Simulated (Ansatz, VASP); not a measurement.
# Cross-check of Si54C53F (F_C) between VASP and Ansatz, part 2 of 2

One calculation is typed for both programs; each brings its own data sets. How far apart do they land? Of the first pair: The structure shown is the start of the Ansatz relaxation below; VASP solves that cell, so the two are compared at the walk's first step.

VASP 6.6.1 and Ansatz 0.2.0.

So far. Step 3 (VASP: single point, r2SCAN, start cell, pair 1): The run ends at a pressure of 3.11 GPa, with forces up to 6.0 eV/Å.

**4. Differences**

Known differences besides the potentials themselves: VASP keeps PBE cores, Ansatz makes them for the functional; fixed occupations in Ansatz, narrow Gaussian smearing in VASP; the cutoff is 500 eV in Ansatz and 580 eV in VASP (PREC = Accurate, projectors in real space). Total energies have different zeros and are not compared.

Forces on 7 of the 108 atoms, those with the largest forces and the largest differences (eV/Å; atoms numbered as in POSCAR):

```
atom          Ansatz x, y, z            VASP x, y, z
Si17    1.933, -0.219, 1.155    1.919, -0.218, 1.153
Si27    0.844, -0.385, 4.336    0.830, -0.377, 4.370
Si29  -4.941, -2.292, -2.395  -4.992, -2.322, -2.410
Si44    2.439, 0.513, -0.880    2.423, 0.511, -0.870
Si47   4.096, -1.984, -1.280   4.122, -1.996, -1.300
Si53    0.324, 4.588, -1.779    0.325, 4.620, -1.782
 C80     1.794, 0.714, 1.222     1.791, 0.712, 1.202
```

The forces differ by 7.3 meV/Å r.m.s., which is 0.7 % of the r.m.s. force of 1.029 eV/Å (both taken over all components). The cell carries a charge of -1 e against a uniform background, so its pressure also hangs on how the neutralising background is counted, and in a defect's cell a gap may be the spacing between its levels.

**5. Ansatz: relaxation, r2SCAN**

This run makes the geometry at which the two programs are then compared.

The structure compared here is the end of the Ansatz relaxation.

File input.yaml:

```yaml
crystal:
  lattice:
    - [9.23599493, 0.0, 0.0]
    - [-4.61799746, 7.99860624, 0.0]
    - [0.0, 0.0, 15.1078644]
  atoms:
    - { symbol: Si, position: [0.11111111, 0.22222222, 0.8329854] }
    - { symbol: Si, position: [0.22222222, 0.11111111, 0.3329854] }
    - { symbol: Si, position: [0.22222222, 0.11111111, 0.66650102] }
[... 1 atom line left out ...]
    - { symbol: Si, position: [0.0, 0.0, 0.49972248] }
[... 2 atom lines left out ...]
    - { symbol: C, position: [0.0, 0.0, 0.37436694] }
    - { symbol: C, position: [0.11111111, 0.22222222, 0.70799668] }
[... 1 atom line left out ...]
    - { symbol: C, position: [0.22222222, 0.11111111, 0.54152848] }
[... 5 atom lines left out ...]
    - { symbol: Si, position: [0.0, 0.33333333, 0.49972248] }
[... 1 atom line left out ...]
    - { symbol: C, position: [0.0, 0.33333333, 0.87436694] }
    - { symbol: C, position: [0.0, 0.33333333, 0.37436694] }
    - { symbol: C, position: [0.11111111, 0.55555556, 0.70799668] }
[... 1 atom line left out ...]
    - { symbol: C, position: [0.22222222, 0.44444444, 0.54152848] }
[... 1 atom line left out ...]
    - { symbol: Si, position: [0.11111111, 0.88888889, 0.8329854] }
    - { symbol: Si, position: [0.22222222, 0.77777778, 0.3329854] }
    - { symbol: Si, position: [0.22222222, 0.77777778, 0.66650102] }
[... 1 atom line left out ...]
    - { symbol: Si, position: [0.0, 0.66666667, 0.49972248] }
[... 2 atom lines left out ...]
    - { symbol: C, position: [0.0, 0.66666667, 0.37436694] }
    - { symbol: C, position: [0.11111111, 0.88888889, 0.70799668] }
[... 1 atom line left out ...]
    - { symbol: C, position: [0.22222222, 0.77777778, 0.54152848] }
[... 5 atom lines left out ...]
    - { symbol: Si, position: [0.33333333, 0.0, 0.49972248] }
[... 1 atom line left out ...]
    - { symbol: C, position: [0.33333333, 0.0, 0.87436694] }
    - { symbol: C, position: [0.33333333, 0.0, 0.37436694] }
    - { symbol: C, position: [0.44444444, 0.22222222, 0.70799668] }
[... 1 atom line left out ...]
    - { symbol: C, position: [0.55555556, 0.11111111, 0.54152848] }
[... 2 atom lines left out ...]
    - { symbol: Si, position: [0.55555556, 0.44444444, 0.3329854] }
    - { symbol: Si, position: [0.55555556, 0.44444444, 0.66650102] }
[... 1 atom line left out ...]
    - { symbol: Si, position: [0.33333333, 0.33333333, 0.49972248] }
[... 3 atom lines left out ...]
    - { symbol: C, position: [0.44444444, 0.55555556, 0.70799668] }
[... 1 atom line left out ...]
    - { symbol: F, position: [0.55555556, 0.44444444, 0.54152848] }
[... 5 atom lines left out ...]
    - { symbol: Si, position: [0.33333333, 0.66666667, 0.49972248] }
[... 2 atom lines left out ...]
    - { symbol: C, position: [0.33333333, 0.66666667, 0.37436694] }
[... 5 atom lines left out ...]
    - { symbol: Si, position: [0.88888889, 0.11111111, 0.3329854] }
    - { symbol: Si, position: [0.88888889, 0.11111111, 0.66650102] }
[... 1 atom line left out ...]
    - { symbol: Si, position: [0.66666667, 0.0, 0.49972248] }
[... 2 atom lines left out ...]
    - { symbol: C, position: [0.66666667, 0.0, 0.37436694] }
    - { symbol: C, position: [0.77777778, 0.22222222, 0.70799668] }
[... 3 atom lines left out ...]
    - { symbol: Si, position: [0.77777778, 0.55555556, 0.8329854] }
[... 2 atom lines left out ...]
    - { symbol: Si, position: [0.77777778, 0.55555556, 0.16650102] }
[... 3 atom lines left out ...]
    - { symbol: C, position: [0.66666667, 0.33333333, 0.37436694] }
[... 4 atom lines left out ...]
    - { symbol: Si, position: [0.77777778, 0.88888889, 0.8329854] }
    - { symbol: Si, position: [0.88888889, 0.77777778, 0.3329854] }
[... 1 atom line left out ...]
    - { symbol: Si, position: [0.77777778, 0.88888889, 0.16650102] }
[... 2 atom lines left out ...]
    - { symbol: C, position: [0.66666667, 0.66666667, 0.87436694] }
    - { symbol: C, position: [0.66666667, 0.66666667, 0.37436694] }
[... 1 atom line left out ...]
    - { symbol: C, position: [0.88888889, 0.77777778, 0.20799668] }
[... 1 atom line left out ...]
    - { symbol: C, position: [0.77777778, 0.88888889, 0.04152848] }
  host:
    repeats: [3, 3, 1]
    atoms:
      - { symbol: Si, position: [0.33333333, 0.66666667, 0.8329854] }
      - { symbol: Si, position: [0.66666667, 0.33333333, 0.3329854] }
      # ... 10 more atoms of the perfect host
total_charge: -1
basis:
  ecutwfc: 500
  xc_grid: 2
hamiltonian:
  xc: r2scan
  pseudopotentials: { kind: paw, azcp: { folder: soft_1 } }
kpoints:
  mp_grid: { grid: [1, 1, 1], shift: [0.25, 0.25, 0.25] }
scf:
  occupations: { method: fixed }
  max_iter: 100
output:
  forces: true
  charged_corrections:
    epsilon: [7.09, 7.09, 7.35]
    static_epsilon: [10.43, 10.43, 10.95]
    defect_position: [0.555556, 0.444444, 0.541528]
relax:
  f_tol: 0.02
  max_steps: 80
  random_displacement: { amplitude: 0.05, seed: 4375 }
checkpoint:
  write: "../qm1.relax.run"
  compress: false
  write_wavefunctions: true
  write_every: 100000
```

Command:

```
ansatz run input.yaml --threads 4 --pin off --max-ram 15073MiB --backend cpu --events-out ev --progress --plain --runs-dir out
```

Numbers of over 12 decimals in the logs are rounded to 6 here.

Log:

```text
[...]
Crystal: 108 atoms, lattice volume = 1116.095 Å³
Basis set: ecut = 500 eV, 28399 PW (Γ), exchange–correlation on 144×144×240 points (8 copies of the dense FFT grid, shifted against one another)
Bands: 326, of which v1, the nominal top of the filled ones, is band 218 counted from 1 (217 counted from 0)
Symmetry: 1 space group operations
k-points: 1
[...]
SCF iter   1: F=—  HF=-48767.503794 eV  |F-HF|=—  |Δ(HF+E_count)|=         —  Δρ=1.60e-1  dr2=4.73e2  dr2_τ=3.03e1  ethr=3.10e-3  ⟨swp⟩=5.0  Hψ=1118  notcnv=0  defer=104
[...]
- { symbol: C, position: [-0.000923541, 0.335101, 0.372962] }
[...]
- { symbol: F, position: [0.491419, 0.412490, 0.582294] }
[...]
- { symbol: Si, position: [0.889577, 0.778162, 0.664668] }
    - { symbol: Si, position: [0.778703, 0.889576, 0.165840] }
    - { symbol: Si, position: [0.681211, 0.657498, 0.492131] }
    - { symbol: Si, position: [0.667879, 0.666976, 0.999488] }
[...]
- { symbol: C, position: [0.779120, 0.888315, 0.707869] }
    - { symbol: C, position: [0.890316, 0.778311, 0.205746] }
    - { symbol: C, position: [0.895961, 0.781943, 0.540329] }
    - { symbol: C, position: [0.778816, 0.889338, 0.041093] }
```

**6. VASP: single point, r2SCAN, relaxed cell, pair 2**

The same cell, functional and mesh now go to VASP, with its own data sets.

File INCAR:

```
SYSTEM = Si54C53F
PREC = Accurate
ENCUT = 580
EDIFF = 1E-06
NELM = 120
ISMEAR = 0
SIGMA = 0.01
LREAL = Auto
ALGO = Normal
METAGGA = R2SCAN
LASPH = .TRUE.
NELECT = 436
NBANDS = 296
LORBIT = 11
LWAVE = .FALSE.
LCHARG = .FALSE.
ISIF = 2
ISYM = 0
GGA_COMPAT = .FALSE.
EFERMI = MIDGAP
LMIXTAU = .TRUE.
NCORE = 2
```

File POSCAR:

```
Si54C53F
1.0
    9.2359949308     -0.0000000029      0.0000000000
   -4.6179974629      7.9986062407      0.0000000000
    0.0000000000      0.0000000000     15.1078644000
Si C F
54 53 1
Direct
    0.1125042107      0.2219861267      0.8325580774
    0.2210966704      0.1102193130      0.3303062503
    0.2220499326      0.1087789288      0.6674358615
[... 1 atom line left out ...]
    0.0024185067      0.0069515644      0.4983735912
[... 2 atom lines left out ...]
    0.2210851998      0.4453491740      0.3305740518
    0.2220645589      0.4463907306      0.6674218140
[... 1 atom line left out ...]
    0.0017698767      0.3301945607      0.4988214898
[... 5 atom lines left out ...]
    0.0070592856      0.6711180715      0.4992676778
[... 1 atom line left out ...]
    0.4437233234      0.2188186309      0.8363247987
    0.5565810290      0.1119669930      0.3320678563
    0.5575966756      0.1145686576      0.6650035997
[... 1 atom line left out ...]
    0.3376900267      0.0057516926      0.4997399841
[... 1 atom line left out ...]
    0.4440108583      0.5568277222      0.8363835032
    0.5565044277      0.4456338671      0.3313983362
    0.5468276124      0.4396425518      0.6864832884
[... 1 atom line left out ...]
    0.2585996837      0.2963706627      0.4874465729
[... 2 atom lines left out ...]
    0.5565532667      0.7793926391      0.3321138853
    0.5576586487      0.7764972060      0.6650645461
[... 1 atom line left out ...]
    0.3378820454      0.6661645126      0.4996647945
[... 5 atom lines left out ...]
    0.6667990844      0.0004384684      0.5000919508
[... 1 atom line left out ...]
    0.7781874429      0.5553287709      0.8329695682
    0.8910618923      0.4465173093      0.3303701512
    0.8892522697      0.4448595529      0.6645515092
[... 1 atom line left out ...]
    0.6815002849      0.3588285321      0.4922279826
[... 2 atom lines left out ...]
    0.8911768090      0.7791878358      0.3302572655
    0.8895774049      0.7781623155      0.6646678851
[... 1 atom line left out ...]
    0.6812112664      0.6574979910      0.4921309108
[... 3 atom lines left out ...]
    0.1119404572      0.2222005710      0.7080107543
[... 1 atom line left out ...]
    0.2209650738      0.1048559359      0.5443901744
[... 5 atom lines left out ...]
    0.2207049433      0.4500109708      0.5447088413
[... 2 atom lines left out ...]
    0.0014709835      0.6683866028      0.3731293587
[... 5 atom lines left out ...]
    0.3341722115      0.0025147876      0.3736332008
    0.4419535149      0.2164626526      0.7137528673
[... 1 atom line left out ...]
    0.5602836177      0.1253874995      0.5394838165
[... 2 atom lines left out ...]
    0.3328087839      0.3338888642      0.3711584767
    0.4425883425      0.5582438413      0.7138311890
[... 3 atom lines left out ...]
    0.3340572937      0.6670241869      0.3736454515
[... 2 atom lines left out ...]
    0.5606068313      0.7684350000      0.5394209123
[... 3 atom lines left out ...]
    0.7792675551      0.2239515381      0.7078667688
[... 4 atom lines left out ...]
    0.6692341096      0.3351290816      0.3690100134
    0.7753183554      0.5542751694      0.7068376802
[... 1 atom line left out ...]
    0.8955905811      0.4488254768      0.5403648229
[... 2 atom lines left out ...]
    0.6691433753      0.6695363072      0.3689992605
    0.7791200761      0.8883148948      0.7078693578
[... 1 atom line left out ...]
    0.8959606704      0.7819432714      0.5403287190
[... 1 atom line left out ...]
    0.4914188518      0.4124904324      0.5822937837
```

File KPOINTS:

```
Points of the shifted mesh
1
Reciprocal
 0.2500000000  0.2500000000  0.2500000000 1
```

Potentials, in the order of the species: Si, C and F (PBE family, release 64).

Command:

```
mpirun -np 8 vasp_std
```

Log:

```text
[banner, memory and clock lines left out]
running    8 mpi-ranks, on    1 nodes
[...]
[... a notice as in an earlier step ...]

 LDA part: xc-table for (None), standard interpolation
 POSCAR, INCAR and KPOINTS ok, starting setup
[...]
entering main loop
       N       E                     dE             d eps       ncg     rms          rms(c)
DAV:   1     0.128176818415E+04    0.12818E+04   -0.22110E+05   592   0.151E+03
DAV:   2    -0.102246294249E+04   -0.23042E+04   -0.21909E+04   720   0.259E+02
DAV:   3    -0.118714718996E+04   -0.16468E+03   -0.16296E+03   728   0.643E+01
DAV:   4    -0.119080241009E+04   -0.36552E+01   -0.36387E+01   720   0.104E+01
DAV:   5    -0.119090367926E+04   -0.10127E+00   -0.10109E+00   728   0.163E+00BRMIX: very serious problems
 the old and the new charge density differ
 old charge density:   435.00000 new  436.00000
    0.673E+01
DAV:   6    -0.108736390171E+04    0.10354E+03   -0.29293E+02   680   0.235E+01    0.376E+01
DAV:   7    -0.102953422194E+04    0.57830E+02   -0.21545E+01   712   0.830E+00    0.152E+01
DAV:   8    -0.108208334766E+04   -0.52549E+02   -0.15004E+01   624   0.780E+00    0.105E+01
DAV:   9    -0.105198740769E+04    0.30096E+02   -0.46079E+00   640   0.459E+00    0.465E+00
[...]
DAV:  26    -0.102812102602E+04   -0.13992E-05   -0.32557E-06   488   0.374E-03    0.396E-03
DAV:  27    -0.102812102722E+04   -0.11978E-05   -0.49956E-07   344   0.167E-03    0.360E-03
DAV:  28    -0.102812102680E+04    0.42039E-06   -0.23099E-07   344   0.116E-03
   1 F= -.10281210E+04 E0= -.10281210E+04  d E =0.000000E+00
```

Parts of OUTCAR (step 6):

```text
  FREE ENERGIE OF THE ION-ELECTRON SYSTEM (eV)
  ---------------------------------------------------
  free  energy   TOTEN  =     -1028.1210268007 eV

  energy  without entropy=    -1028.1210268007  energy(sigma->0) =    -1028.12102680
```

The run ends at a pressure of 2.49 GPa, with forces up to 0.18 eV/Å.

**7. Differences**

Compared:

```
              quantity  Ansatz   VASP  difference
gap on the k mesh (eV)   0.582  0.584      -0.002
```

At this near-relaxed geometry the largest component of a force difference is 176 meV/Å. A gap on the mesh is an upper bound, since the band edges may lie between its points. The cell carries a charge of -1 e against a uniform background, so its pressure also hangs on how the neutralising background is counted, and in a defect's cell a gap may be the spacing between its levels.

**8. Outcome**

* r.m.s. force difference (single point, r2SCAN, start cell, pair 1): 0.71 % of the r.m.s. force
* r.m.s. force difference (single point, r2SCAN, relaxed cell, pair 2): 14 meV/Å

The r.m.s. force difference is 14 meV/Å (single point, r2SCAN, relaxed cell, pair 2), beyond the 12 meV/Å picked in this series as the mark of a large difference. What causes the difference of the single point, r2SCAN, relaxed cell, pair 2 pair stays open here. Such differences can come from data sets, numerical settings and the points named under the comparisons, not from the functional's error against experiment.

[Lines on the potential files, build, host, timing and source positions are cut from VASP's logs without a mark.]

[Logs are printed without paths, hosts, clocks, repeated set-up lines and the standing remarks that a program may print on its own settings, such as how far it seeks lower states.]

[Hosts, paths, dates, database ids (printed as entryN), source tags and the programs' standing remarks are cut or masked in the printed files.]
